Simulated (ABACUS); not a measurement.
# GaAs (F-43m) in ABACUS: a series of runs, part 2 of 2

ABACUS 3.10.1. Earlier steps stand in the parts before.

### 3 Equation of state, LDA, 21.23 Å³/atom (volume scaled by 0.94)

Contents of run_abacus.py:

```python
"""ABACUS run from a structure file: ASE reads it, the script writes STRU, KPT and INPUT."""
import re
import subprocess
from ase.io import read
from ase.units import Bohr

atoms = read("POSCAR")
atoms = atoms[(-atoms.numbers).argsort(kind="stable")]  # ABACUS lists atoms element by element
pseudo = {'As': 'As.upf', 'Ga': 'Ga.upf'}
orbital = {'As': 'As_confined-atom_7au_2s2p2d.orb', 'Ga': 'Ga_confined-atom_8au_2s2p2d.orb'}
magmoms = None
kmesh = [7, 7, 7]
params = {
    'suffix': 'GaAs',
    'calculation': 'scf',
    'basis_type': 'lcao',
    'pseudo_dir': './',
    'orbital_dir': './',
    'symmetry': 1,
    'dft_functional': 'pz',
    'ecutwfc': 100,
    'pseudo_rcut': 10,
    'nspin': 1,
    'nbands': 18,
    'ks_solver': 'genelpa',
    'smearing_method': 'fd',
    'smearing_sigma': 0.00367493,
    'scf_thr': 1e-07,
    'scf_nmax': 100,
    'mixing_type': 'broyden',
    'mixing_beta': 0.7,
    'cal_force': 1,
    'cal_stress': 1,
    'out_mul': 1,
}

symbols = atoms.get_chemical_symbols()
elements = list(dict.fromkeys(symbols))
lines = ["ATOMIC_SPECIES"] + [f"{e} {atoms.get_masses()[symbols.index(e)]:.4f} {pseudo[e]}" for e in elements]
if orbital:
    lines += ["", "NUMERICAL_ORBITAL"] + [orbital[e] for e in elements]
lines += ["", "LATTICE_CONSTANT", f"{1 / Bohr:.10f}", "", "LATTICE_VECTORS"]
lines += [" ".join(f"{x:.10f}" for x in v) for v in atoms.cell]
lines += ["", "ATOMIC_POSITIONS", "Direct"]
for e in elements:
    lines += ["", e, "0.0", str(symbols.count(e))]
    for i, p in enumerate(atoms.get_scaled_positions(wrap=False)):
        if symbols[i] == e:
            mag = "" if magmoms is None else " mag " + " ".join(str(x) for x in (magmoms[i] if isinstance(magmoms[i], list) else [magmoms[i]]))
            lines.append(" ".join(f"{x:.10f}" for x in p) + " 1 1 1" + mag)
open("STRU", "w").write("\n".join(lines) + "\n")
open("KPT", "w").write("K_POINTS\n0\nGamma\n%d %d %d 0 0 0\n" % tuple(kmesh))
open("INPUT", "w").write("INPUT_PARAMETERS\n" + "".join(f"{k:<20s}{v}\n" for k, v in params.items()))

done = subprocess.run(['mpirun', '-np', '4', 'abacus'])
if done.returncode:
    raise SystemExit(done.returncode)
log = open("OUT.GaAs/running_scf.log").read()
print("final energy (eV):", re.findall(r"FINAL_ETOT_IS (\S+)", log))
```

Contents of POSCAR:

```
GaAs
1.0
    0.0000000000      2.7691429914      2.7691429914
    2.7691429914      0.0000000000      2.7691429914
    2.7691429914      2.7691429914      0.0000000000
As Ga
1 1
Direct
    0.7500000000      0.7500000000      0.7500000000
    0.0000000000      0.0000000000      0.0000000000
```

Potentials or basis: PseudoDojo NC SR 0.4.1 LDA standard, DZP LCAO (the cutoffs set its grid).

The run is started by

```sh
$ OMP_NUM_THREADS=1 python run_abacus.py > log
```

running log:

```text
ABACUS v3.10.1

               Atomic-orbital Based Ab-initio Computation at UStc

 ------------------------------------------------------------------------------------

 READING GENERAL INFORMATION
                           global_out_dir = OUT.GaAs/
                           global_in_card = INPUT
                               pseudo_dir = ./
                              orbital_dir = ./
                                    DSIZE = 4
                                    GSIZE = 1

 READING UNITCELL INFORMATION
                                    ntype = 2
                  lattice constant (Bohr) = 1.88973
              lattice constant (Angstrom) = 1

 READING ATOM TYPE 1
                               atom label = As
                      L=0, number of zeta = 2
                      L=1, number of zeta = 2
                      L=2, number of zeta = 2
             number of atom for this type = 1

 READING ATOM TYPE 2
                               atom label = Ga
                      L=0, number of zeta = 2
                      L=1, number of zeta = 2
                      L=2, number of zeta = 2
             number of atom for this type = 1

                        TOTAL ATOM NUMBER = 2
DIRECT COORDINATES
    atom                   x                   y                   z     mag                  vx                  vy                  vz
taud_As1            0.7500000000        0.7500000000        0.7500000000  0.0000        0.0000000000        0.0000000000        0.0000000000
taud_Ga1            0.0000000000        0.0000000000        0.0000000000  0.0000        0.0000000000        0.0000000000        0.0000000000

                          Volume (Bohr^3) = 286.591
                             Volume (A^3) = 42.4684

 Lattice vectors: (Cartesian coordinate: in unit of a_0)
                   +0            +2.76914            +2.76914
             +2.76914                  +0            +2.76914
             +2.76914            +2.76914                  +0
 Reciprocal vectors: (Cartesian coordinate: in unit of 2 pi/a_0)
            -0.180561           +0.180561           +0.180561
            +0.180561           -0.180561           +0.180561
            +0.180561           +0.180561           -0.180561
[... 233 lines left out ...]
    Local orbitals number in sub-FFT-grid = 36
                                ParaV.nnr = 23814
                                 init_chg = atomic

 LCAO ALGORITHM --------------- ION=   1  ELEC=   1--------------------------------

 Density error is 0.037453332006
----------------------------------------------------------
     Energy           Rydberg                 eV
----------------------------------------------------------
 E_KohnSham     -364.6644601264      -4961.5145158129
 E_Harris       -363.9254679117      -4951.4600109156
 E_Fermi        0.7029524535         9.5641587901
----------------------------------------------------------
[... 69 lines left out ...]
 Density error is 2.6099711185e-08
----------------------------------------------------------
     Energy           Rydberg                 eV
----------------------------------------------------------
 E_KohnSham     -364.6705254576      -4961.5970388778
 E_KS(sigma->0) -364.6705254191      -4961.5970383537
 E_Harris       -364.6705272081      -4961.5970626936
 E_band         -20.7216414706       -281.9323959133
 E_one_elec     -186.5003513055      -2537.4674567570
 E_Hartree      112.3756490448       1528.9491434570
 E_xc           -88.0594547530       -1198.1103474140
 E_Ewald        -202.4863683668      -2754.9683771155
 E_entropy(-TS) -0.0000000771        -0.0000010483
 E_descf        0.0000000000         0.0000000000
 E_exx          0.0000000000         0.0000000000
 E_Fermi        0.7266096174         9.8860310188
----------------------------------------------------------

 charge density convergence is achieved
 final etot is -4961.5970389 eV
 EFERMI = 9.8860310188 eV

 STATE ENERGY(eV) AND OCCUPATIONS    NSPIN == 1
 1/20 kpoint (Cartesian) = 0.0000 0.0000 0.0000 (1226 pws)
       1       -25.8130     0.00583090
       2       -25.8130     0.00583090
       3       -25.8130     0.00583090
       4       -25.7925     0.00583090
       5       -25.7925     0.00583090
       6       -5.50190     0.00583090
[... 98 lines left out ...]
       5       -25.7919       0.139942
       6       -5.57393       0.139942
[... 10 lines left out ...]
      17        15.2938    1.49384e-48
      18        15.3156    9.67430e-49

[... levels at 14 further k points ...]

 correction force for each atom along direction 1 is 0.00943890
 correction force for each atom along direction 2 is -0.00102201
 correction force for each atom along direction 3 is 0.000126345
------------------------------------------------------------------------------------------
 TOTAL-FORCE (eV/Angstrom)
------------------------------------------------------------------------------------------
                       As1         0.0000000000         0.0000000000         0.0000000000
                       Ga1         0.0000000000         0.0000000000         0.0000000000
------------------------------------------------------------------------------------------

----------------------------------------------------------------
 TOTAL-STRESS (KBAR)
----------------------------------------------------------------
        43.8203780710        -0.0000000000         0.0000000000
        -0.0000000000        43.8203780710         0.0000000000
         0.0000000000        -0.0000000000        43.8203780710
----------------------------------------------------------------
 TOTAL-PRESSURE: 43.820378 KBAR

 --------------------------------------------
 !FINAL_ETOT_IS -4961.5970388778305278 eV
 --------------------------------------------
```

INPUT:

```text
INPUT_PARAMETERS
suffix              GaAs
calculation         scf
basis_type          lcao
pseudo_dir          ./
orbital_dir         ./
symmetry            1
dft_functional      pz
ecutwfc             100
pseudo_rcut         10
nspin               1
nbands              18
ks_solver           genelpa
smearing_method     fd
smearing_sigma      0.00367493
scf_thr             1e-07
scf_nmax            100
mixing_type         broyden
mixing_beta         0.7
cal_force           1
cal_stress          1
out_mul             1
```

STRU:

```text
ATOMIC_SPECIES
As 74.9216 As.upf
Ga 69.7230 Ga.upf

NUMERICAL_ORBITAL
As_confined-atom_7au_2s2p2d.orb
Ga_confined-atom_8au_2s2p2d.orb

LATTICE_CONSTANT
1.8897261258

LATTICE_VECTORS
0.0000000000 2.7691429914 2.7691429914
2.7691429914 0.0000000000 2.7691429914
2.7691429914 2.7691429914 0.0000000000

ATOMIC_POSITIONS
Direct

As
0.0
1
0.7500000000 0.7500000000 0.7500000000 1 1 1

Ga
0.0
1
0.0000000000 0.0000000000 -0.0000000000 1 1 1
```

Wall time 2.9 s (4 MPI ranks of Intel Xeon 6975P-C (Granite Rapids), shared host); peak memory 0.44 GiB.

What came out:

```yaml
Free_energy: -4961.5970 eV
Pressure: 4.4 GPa
Band_gap_on_the_k_mesh: 0.94 eV, direct
Mulliken_charges: As +0.27; Ga -0.27 e
```

Caveat: the atomic orbitals were generated for these runs and aren't a published set; Mulliken charges move with the basis; an odd mesh through Γ misses points on the zone boundary, where band edges often lie; the basis of atomic orbitals isn't converged, which shifts pressures, moduli and gaps.

### 4 Equation of state, LDA, 22.14 Å³/atom (volume scaled by 0.98)

run_abacus.py is that of step 3.

Contents of POSCAR:

```
GaAs
1.0
    0.0000000000      2.8078772807      2.8078772807
    2.8078772807      0.0000000000      2.8078772807
    2.8078772807      2.8078772807      0.0000000000
As Ga
1 1
Direct
    0.7500000000      0.7500000000      0.7500000000
    0.0000000000      0.0000000000      0.0000000000
```

The run is started by

```sh
$ OMP_NUM_THREADS=1 python run_abacus.py > log
```

Wall time 2.7 s (4 MPI ranks of Intel Xeon 6975P-C (Granite Rapids), shared host); peak memory 0.44 GiB.

Results (log left out):

```
Free energy            : -4961.6255 eV
Pressure               : 0.8 GPa
Band gap on the k mesh : 0.60 eV, direct
Mulliken charges       : As +0.25; Ga -0.25 e
```

Caveat: the atomic orbitals were generated for these runs and aren't a published set; Mulliken charges move with the basis; an odd mesh through Γ misses points on the zone boundary, where band edges often lie; the basis of atomic orbitals isn't converged, which shifts pressures, moduli and gaps.

### 5 Equation of state, LDA, 23.04 Å³/atom (volume scaled by 1.02)

run_abacus.py is that of step 4.

Contents of POSCAR:

```
GaAs
1.0
    0.0000000000      2.8455714065      2.8455714065
    2.8455714065      0.0000000000      2.8455714065
    2.8455714065      2.8455714065      0.0000000000
As Ga
1 1
Direct
    0.7500000000      0.7500000000      0.7500000000
    0.0000000000      0.0000000000      0.0000000000
```

The run is started by

```sh
$ OMP_NUM_THREADS=1 python run_abacus.py > log
```

Run time: 3.3 s. Hardware: 4 MPI ranks of Intel Xeon 6975P-C (Granite Rapids), shared host; peak memory 0.44 GiB.

Results (log left out):

* Free energy: -4961.6176 eV
* Pressure: -2.1 GPa
* Band gap on the k mesh: 0.28 eV, direct
* Mulliken charges: As +0.24; Ga -0.24 e

Caveat: the atomic orbitals were generated for these runs and aren't a published set; Mulliken charges move with the basis; the basis of atomic orbitals isn't converged, which shifts pressures, moduli and gaps.

### 6 Equation of state, LDA, 23.94 Å³/atom (volume scaled by 1.06)

run_abacus.py is that of step 5.

Contents of POSCAR:

```
GaAs
1.0
    0.0000000000      2.8822925071      2.8822925071
    2.8822925071      0.0000000000      2.8822925071
    2.8822925071      2.8822925071      0.0000000000
As Ga
1 1
Direct
    0.7500000000      0.7500000000      0.7500000000
    0.0000000000      0.0000000000      0.0000000000
```

Potentials or basis: PseudoDojo NC SR 0.4.1 LDA standard, DZP LCAO (the cutoffs set its grid).

The run is started by

```sh
$ OMP_NUM_THREADS=1 python run_abacus.py > log
```

Run time: 3.1 s. Hardware: 4 MPI ranks of Intel Xeon 6975P-C (Granite Rapids), shared host; peak memory 0.44 GiB.

It converged, with:

```yaml
Free_energy: -4961.5815 eV
Pressure: -4.3 GPa
Band_gap_on_the_k_mesh: none (metal or under the smearing width)
Mulliken_charges: As +0.22; Ga -0.22 e
```

Caveat: the atomic orbitals were generated for these runs and aren't a published set; Mulliken charges move with the basis; the basis of atomic orbitals isn't converged, which shifts pressures, moduli and gaps.

### 7 Equation of state, LDA

No new run: the results of the series are fitted here.

Results:

| Property | Result |
| --- | --- |
| Equilibrium volume | 22.36 Å³/atom |
| Bulk modulus | 74 GPa |
| Pressure derivative of the bulk modulus | 5.2 (rough: it moves with the points fitted) |

Energy against volume, from the lowest point:
```csv
volume (Å³/atom),energy (meV/atom)
21.234,14.22
22.138,0.00
23.041,3.94
23.945,22.00
```

Caveat: the atomic orbitals were generated for these runs and aren't a published set; the basis of atomic orbitals isn't converged, which shifts pressures, moduli and gaps. LDA usually gives volumes a few per cent too small.

### 8 Against experiment

Step 2. A measured gap of GaAs is 1.418 eV (direct; 300 K; “Evidence of valence band perturbations in GaAsN/GaAs(001): A combined variable-angle spectroscopic ellipsometry and modulated photoreflectance investigation”, 2008, arxiv:0805.2212); the calculated 0.44 eV misses it by -0.98 eV. 3 values of this kind are on record (1.412 to 1.51 eV); this one was drawn at random among those near their median, those with a stated uncertainty first. Spin-orbit coupling on As, Ga is left out. The value is that of LDA in an atomic basis (PseudoDojo NC SR 0.4.1 LDA standard, DZP LCAO (the cutoffs set its grid)), whose error adds to the functional's,, without temperature or zero-point motion. Semilocal functionals fall short of measured gaps as a rule.
